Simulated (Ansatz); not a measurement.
Tl in Ansatz: convergence with xc grid

Tl:

```xyz
2
Lattice="3.4560 0.0000 0.0000 -1.7280 2.9930 0.0000 0.0000 0.0000 5.5250" Properties=species:S:1:pos:R:3 pbc="T T T"
Tl    1.7076    0.9179    4.0742
Tl    0.0103    1.8915    1.4785
```

The cell isn't the ideal one: atoms moved at random, drawn with an rms of 0.15 Å.

| Quantity | Value |
| --- | --- |
| Program | Ansatz 0.2.0 |
| Task | convergence study |
| Functional | PBEsol |
| Potentials or basis | all-electron LAPW, scalar-relativistic |
| Cutoff | 188 eV (chosen from the basis error) |
| Basis error allowed | 0.001 eV/atom |
| k mesh | 5 × 5 × 3 |
| Occupations | fermi-dirac, width 0.05 eV |
| Spin | no spin polarisation |

These are the settings of the first run; the series varies xc grid, with any setting tied to it.

Hardware: 1 thread of Intel(R) Xeon(R) Processor @ 2.50GHz (Skylake/Cascade Lake), on a shared host.

| xc grid | energy less the tightest run, at zero smearing (meV/atom) | SCF cycles | CPU time (s) | peak memory (GiB) |
| --- | --- | --- | --- | --- |
| 1 | 0.00 | 7 | 27 | 0.34 |
| 2 | 0.00 | 7 | 29 | 0.34 |
| 3 | 0.00 | 7 | 29 | 0.35 |
| 4 | 0.00 | 7 | 29 | 0.35 |

Against the tightest run, the energy stays within 1 meV/atom from 1 on. The tightest run that finished is the yardstick and may itself not be fully converged.

Caveat, for the tightest run too: the k mesh is coarse (spacing up to 0.42 Å⁻¹), so the values aren't converged; the k mesh is thin for a metal, which can move the energy by tens of meV per atom. Spin-orbit coupling is left out, which matters for the levels of Tl.
